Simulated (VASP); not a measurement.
# Bi (R-3m) in VASP: notebook

One crystal, Bi, is run at these levels: PBE+D3(BJ), PBEsol, PBE; tasks: relaxation of cell and atoms.

Everything below comes from runs of VASP 6.6.1. Logs are shortened: lines on timing, memory, paths and dates and some standing lists are left out, and cuts for length are marked.

### 1 The structure

It takes space group R-3m (No. 166, trigonal). The conventional cell has a = 4.532 Å, b = 4.532 Å, c = 11.654 Å, α = 90.00°, β = 90.00°, γ = 120.00°. Bi (site symmetry 3m) has 6 Bi at 3.09 to 3.44 Å as nearest neighbours.

### 2 Relaxation of cell and atoms, PBE+D3(BJ)

INCAR

```
PREC = Accurate ; ENCUT = 600
EDIFF = 1E-7 ; ISMEAR = 1
SIGMA = 0.1 ; LREAL = F
LASPH = T ; NELM = 80
ALGO = Normal ; ISIF = 3
LWAVE = F ; LCHARG = F
GGA = PE ; IVDW = 12
IBRION = 2 ; NSW = 90
EDIFFG = -0.005
```

KPOINTS

```
Automatic mesh
0
Gamma
  12 12 12
```

POSCAR

```
Bi                                      
1.0
    2.2661213161      1.3083457519      3.8845110144
   -2.2661213161      1.3083457519      3.8845110144
    0.0000000000     -2.6166915037      3.8845110144
  Bi            
     2
Direct
     0.2373109763416976    0.2373109763416976    0.2373109763416976
     0.7626890236583023    0.7626890236583023    0.7626890236583023
```

Potentials or basis: VASP PAW PBE potentials, release 64 (Bi_d).

Launch:

```
> cat potpaw_PBE.64/Bi_d/POTCAR > POTCAR
> mpirun -np 1 vasp_std > vasp.out
```

OUTCAR:

```text
PREC = Accurate
   ENCUT = 600
   EDIFF = 1E-7
   ISMEAR = 1
   LREAL = F
   LASPH = T
   NELM = 80
   ISIF = 3
   GGA = PE
   IVDW = 12
   IBRION = 2
   NSW = 90
   EDIFFG = -0.005
 IVDW          = 12

 ion  position               nearest neighbor table
   1  0.237  0.237  0.237-   2 3.09   2 3.09   2 3.09   2 3.44   2 3.44   2 3.44
   2  0.763  0.763  0.763-   1 3.09   1 3.09   1 3.09   1 3.44   1 3.44   1 3.44

  LATTYP: Found a trigonal (rhomboedric) cell.
 ALAT       =     4.6836417718
 COS(alpha) =     0.5318026338

  Lattice vectors:

 A1 = (   2.2661213161,   1.3083457519,   3.8845110144)
 A2 = (  -2.2661213161,   1.3083457519,   3.8845110144)
 A3 = (   0.0000000000,  -2.6166915037,   3.8845110144)

Analysis of symmetry for initial positions (statically):
=====================================================================
 Subroutine PRICEL returns:
 Original cell was already a primitive cell.

 Routine SETGRP: Setting up the symmetry group for a
 trigonal (rhombohedral) supercell.

 Subroutine GETGRP returns: Found 12 space group operations
 (whereof 12 operations were pure point group operations)
 out of a pool of 12 trial point group operations.

The static configuration has the point symmetry D_3d.

Analysis of symmetry for dynamics (positions and initial velocities):
=====================================================================
 Subroutine PRICEL returns:
 Original cell was already a primitive cell.

 Routine SETGRP: Setting up the symmetry group for a
 trigonal (rhombohedral) supercell.

 Subroutine GETGRP returns: Found 12 space group operations
 (whereof 12 operations were pure point group operations)
 out of a pool of 12 trial point group operations.

The dynamic configuration has the point symmetry D_3d.

 Subroutine INISYM returns: Found 12 space group operations
 (whereof 12 operations are pure point group operations),
 and found     1 'primitive' translations

----------------------------------------------------------------------------------------

                                     Primitive cell

  volume of cell :      69.1024

  direct lattice vectors                    reciprocal lattice vectors
     2.266121316  1.308345752  3.884511014     0.220641321  0.127387326  0.085810886
    -2.266121316  1.308345752  3.884511014    -0.220641321  0.127387326  0.085810886
     0.000000000 -2.616691504  3.884511014     0.000000000 -0.254774652  0.085810886

  length of vectors
     4.683641772  4.683641772  4.683641772     0.268837556  0.268837556  0.268837556

  position of ions in fractional coordinates (direct lattice)
     0.237310976  0.237310976  0.237310976
     0.762689024  0.762689024  0.762689024

  ion indices of the primitive-cell ions
   primitive index   ion index
                 1           1
                 2           2

----------------------------------------------------------------------------------------

 KPOINTS: Automatic mesh

Automatic generation of k-mesh.
 Grid dimensions read from file:
 generate k-points for:   12   12   12

 Generating k-lattice:

  Cartesian coordinates                     Fractional coordinates (reciprocal lattice)
     0.018386777  0.010615610  0.007150907     0.083333333  0.000000000  0.000000000
    -0.018386777  0.010615610  0.007150907     0.000000000  0.083333333  0.000000000
     0.000000000 -0.021231221  0.007150907     0.000000000  0.000000000  0.083333333

  Length of vectors
     0.022403130  0.022403130  0.022403130

  Shift w.r.t. Gamma in fractional coordinates (k-lattice)
     0.000000000  0.000000000  0.000000000

 Subroutine IBZKPT returns following result:
 ===========================================
[... 51 lines left out ...]
   NSW    =     90    number of steps for IOM
   IBRION =      2    ionic relax: 0-MD 1-quasi-New 2-CG
   NFREE  =      1    steps in history (QN), initial steepest desc. (CG)
   ISIF   =      3    stress and relaxation
   ISYM   =      2    0-nonsym 1-usesym 2-fastsym
   POTIM  = 0.5000    time-step for ionic-motion
   TEBEG  =    0.0;   TEEND  =   0.0 temperature during run
   PSTRESS=    0.0 pullay stress
   NELECT =      30.0000    total number of electrons
   NUPDOWN=      -1.0000    fix difference up-down
   EMIN   =  10.00;   EMAX   =-10.00  energy-range for DOS
   EFERMI =   0.00;   METHOD = LEGACY
   ISMEAR =     1;   SIGMA  =   0.10  broadening in eV -4-tet -1-fermi 0-gaus
   EFERMI_NEDOS =   21; number of points for ismear=-14 and -15
   IALGO  =     38    algorithm
   IMIX   =      4    mixing-type and parameters
     AMIX     =   0.40;   BMIX     =  1.00
     AMIX_MAG =   1.60;   BMIX_MAG =  1.00
  volume/ion in A,a.u.               =      34.55       233.16
  Fermi-wavevector in a.u.,A,eV,Ry     =   1.239607  2.342518 20.907072  1.536626
  Thomas-Fermi vector in A             =   2.374083
   LORBIT       =      0    0 simple, 1 ext, 2 COOP (PROOUT), +10 PAW based schemes
   GGA     = PE    functional components
   LHFCALC =     F    Hartree Fock is set to
   AEXX    =    0.0000 exact exchange contribution
   IVDW    =    12    specifies the selected vdW correction
   LEPSILON=     F    determine dielectric tensor
   LRPA    =     F    only Hartree local field effects (RPA)
 conjugate gradient relaxation of ions
 non-spin polarized calculation
 Methfessel and Paxton  Order N= 1 SIGMA  =   0.10
  energy-cutoff  :      600.00
  volume of cell :       69.10
 maximum number of plane-waves:      2326
 NGX is ok and might be reduce to    40
   NGX = 19   NGY = 19   NGZ = 19

--------------------------------------- Ionic step        1  -------------------------------------------

 number of electron      30.0000004 magnetization

 Free energy of the ion-electron system (eV)
  ---------------------------------------------------
  ext. energy  EPLUGINS =         0.00000000
  ---------------------------------------------------
  free energy    TOTEN  =        -7.74476840 eV

  energy without entropy =       -7.74475290  energy(sigma->0) =       -7.74476324

------------------------ aborting loop because EDIFF is reached ----------------------------------------

 Edisp (eV)   -0.92431

 E8    (eV) :    -0.4592

  FORCE on cell =-STRESS in cart. coord.  units (eV):
  Direction    XX          YY          ZZ          XY          YZ          ZX
  --------------------------------------------------------------------------------------
  -------------------------------------------------------------------------------------
  Total       0.00236     0.00236    -0.01895     0.00000    -0.00000     0.00000
  in kB       0.05470     0.05470    -0.43943     0.00000    -0.00000     0.00000
  external pressure =       -0.11 kB  Pullay stress =        0.00 kB

 VOLUME and BASIS-vectors are now :
 -----------------------------------------------------------------------------
  energy-cutoff  :      600.00
  volume of cell :       69.10
      direct lattice vectors                 reciprocal lattice vectors
     2.266121316  1.308345752  3.884511014     0.220641321  0.127387326  0.085810886
    -2.266121316  1.308345752  3.884511014    -0.220641321  0.127387326  0.085810886
     0.000000000 -2.616691504  3.884511014     0.000000000 -0.254774652  0.085810886

 POSITION                                       TOTAL-FORCE (eV/Angst)
 -----------------------------------------------------------------------------------
      0.00000      0.00000      2.76551         0.000000     -0.000000     -0.009997
      0.00000      0.00000      8.88802         0.000000      0.000000      0.009997
 -----------------------------------------------------------------------------------
    total drift:                               -0.000000     -0.000000      0.000000

  FREE ENERGIE OF THE ION-ELECTRON SYSTEM (eV)
  ---------------------------------------------------
  free  energy   TOTEN  =        -8.6690811712 eV

  energy  without entropy=       -8.6690656746  energy(sigma->0) =       -8.66907601

--------------------------------------- Ionic step        2  -------------------------------------------

 number of electron      30.0000004 magnetization

 Free energy of the ion-electron system (eV)
  ---------------------------------------------------
  ext. energy  EPLUGINS =         0.00000000
  ---------------------------------------------------
  free energy    TOTEN  =        -7.74445087 eV

  energy without entropy =       -7.74444008  energy(sigma->0) =       -7.74444728

 E-fermi :   6.5149     XC(G=0):  -9.6291

 val. band max:        6.4874355193   @ k =   0.2500   0.1667   0.0833
 cond. band min:       6.5245459689   @ k =   0.4167   0.0833   0.0833
 fundamental gap:      0.0371104496
 Fermi energy:         6.5148593699

 k-point     1 :       0.0000    0.0000    0.0000
  band No.  band energies     occupation
      1     -16.4053      2.00000
      2     -16.4053      2.00000
      3     -16.2520      2.00000
      4     -16.2520      2.00000
      5     -16.2425      2.00000
      6     -16.0646      2.00000
[... 505 lines left out ...]
      6     -16.1513      2.00000
[... 11 lines left out ...]
     18       9.8144      0.00000
     19      13.3967      0.00000

 [... further k-points ...]

------------------------ aborting loop because EDIFF is reached ----------------------------------------

 Edisp (eV)   -0.92464

 E8    (eV) :    -0.4594

  FORCE on cell =-STRESS in cart. coord.  units (eV):
  Direction    XX          YY          ZZ          XY          YZ          ZX
  --------------------------------------------------------------------------------------
  -------------------------------------------------------------------------------------
  Total       0.00903     0.00903    -0.00281     0.00000    -0.00000     0.00000
  in kB       0.20955     0.20955    -0.06520     0.00000    -0.00000     0.00000
  external pressure =        0.12 kB  Pullay stress =        0.00 kB

 VOLUME and BASIS-vectors are now :
 -----------------------------------------------------------------------------
  energy-cutoff  :      600.00
  volume of cell :       69.08
      direct lattice vectors                 reciprocal lattice vectors
     2.266250286  1.308420212  3.882735157     0.220628764  0.127380076  0.085850134
    -2.266250286  1.308420212  3.882735157    -0.220628764  0.127380076  0.085850134
     0.000000000 -2.616840425  3.882735157     0.000000000 -0.254760153  0.085850134

 POSITION                                       TOTAL-FORCE (eV/Angst)
 -----------------------------------------------------------------------------------
      0.00000      0.00000      2.76376         0.000000     -0.000000     -0.003571
      0.00000      0.00000      8.88444         0.000000      0.000000      0.003571
 -----------------------------------------------------------------------------------
    total drift:                               -0.000000      0.000000     -0.000000

  FREE ENERGIE OF THE ION-ELECTRON SYSTEM (eV)
  ---------------------------------------------------
  free  energy   TOTEN  =        -8.6690944189 eV

  energy  without entropy=       -8.6690836271  energy(sigma->0) =       -8.66909082

 reached required accuracy - stopping structural energy minimisation
```

It took 3 min on 1 thread of Intel Xeon 6975P-C (Granite Rapids), shared host; peak memory 0.43 GiB.

What came out:

| Item | Value |
| --- | --- |
| Free energy | -8.6691 eV |
| Relaxed volume | 34.54 Å³/atom |
| Relaxed cell | a = 4.682 Å, b = 4.682 Å, c = 4.682 Å, α = 57.90°, β = 57.90°, γ = 57.90° |
| Space group after relaxing (to 0.05 Å) | R-3m (No. 166) |
| Energy gained by relaxing | 0.0 meV/atom |
| Ionic steps | 2 |
| Pressure after relaxing | 0.0 GPa |
| Largest force after relaxing | 0.004 eV/Å |
| Band gap on the k mesh | none (metal or under the smearing width) |
| Dispersion energy per atom | -0.462 eV |

Forces in eV/Å, atoms in the order of the input:
```
Bi   0.000  0.000 -0.004
Bi   0.000  0.000  0.004
```

Final structure:
```
Bi
1.0
     2.26625    1.30842    3.88274
    -2.26625    1.30842    3.88274
     0.00000   -2.61684    3.88274
Bi
2
Direct
  0.23727 0.23727 0.23727
  0.76273 0.76273 0.76273
```

Levels at points of the mesh, in eV from the Fermi level:
```
           k point  band 11  band 12  band 13  band 14  band 15  band 16  band 17  band 18  band 19
(0.00, 0.00, 0.00)   -13.13    -7.39    -1.48    -1.21    -1.21     2.79     3.07     3.07     5.53
(0.50, 0.00, 0.00)   -11.12   -10.60    -1.10    -0.97    -0.24    -0.23     0.39     0.80     7.76
(0.50, 0.50, 0.00)   -11.25    -9.39    -4.81    -3.09    -2.95     2.50     5.05     5.39     6.97
(0.50, 0.50, 0.50)   -11.69   -10.13    -0.78    -0.49    -0.49     0.54     0.54     0.58     7.33
```

Caveat: spin-orbit coupling is left out, which moves the levels of the heavy elements; pairwise dispersion overbinds metals, which lowers pressure and volume.

(Part 1 of 2 ends here.)
